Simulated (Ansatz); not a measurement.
Runs of Ansatz 0.2.0 on Si. The structure is hexagonal, space group P6/mmm (No. 191). The conventional cell has a = 2.621 Å, b = 2.621 Å, c = 2.466 Å, α = 90.00°, β = 90.00°, γ = 120.00°. Around Si (site symmetry 6/mmm) lie 8 Si at 2.47 to 2.62 Å. This isn't the form of Si at room conditions, which is diamond.

```csv
task,level,potentials or basis,cell,k mesh,cutoff (eV),smearing,basis error allowed,mesh quality,gap on the mesh (eV),pressure (GPa)
band structure,LDA,"all-electron LAPW, scalar-relativistic",as given,12 × 12 × 11,190,fermi-dirac 0.05 eV,0.001 eV/atom,not flagged,-,-1.0
single point,PBEsol,"all-electron LAPW, scalar-relativistic",as given,12 × 12 × 11,189,gaussian 0.05 eV,0.001 eV/atom,not flagged,(b),0.5
relaxation of the atoms,PBEsol,"all-electron LAPW, scalar-relativistic",atoms relaxed from: cell strained at random at fixed volume,12 × 12 × 11,-,fermi-dirac 0.1 eV,0.001 eV/atom,not flagged,-,0.8
relaxation of cell and atoms,PBEsol,"all-electron LAPW, scalar-relativistic",relaxed,12 × 12 × 11,-,gaussian 0.05 eV,0.001 eV/atom,not flagged,-,0.0
single point,r2SCAN50,all-electron PAW datasets made for the crystal,as given,6 × 6 × 6,200,gaussian 0.01 eV,-,coarse,(a),-
band structure,PBEsol,"all-electron LAPW, scalar-relativistic",as given,12 × 12 × 11,189,fermi-dirac 0.05 eV,0.001 eV/atom,not flagged,-,0.6
```

Alike in all rows: no spin polarisation.

**Question.** Fill in the values left out.

**Answer.** (a) 1.33; (b) none.

Caveats: some runs use coarse meshes; the k mesh is thin for a metal, which can move the energy by tens of meV per atom (some runs).

A k mesh can miss the band edges.

Not every run made on this cell is shown here.
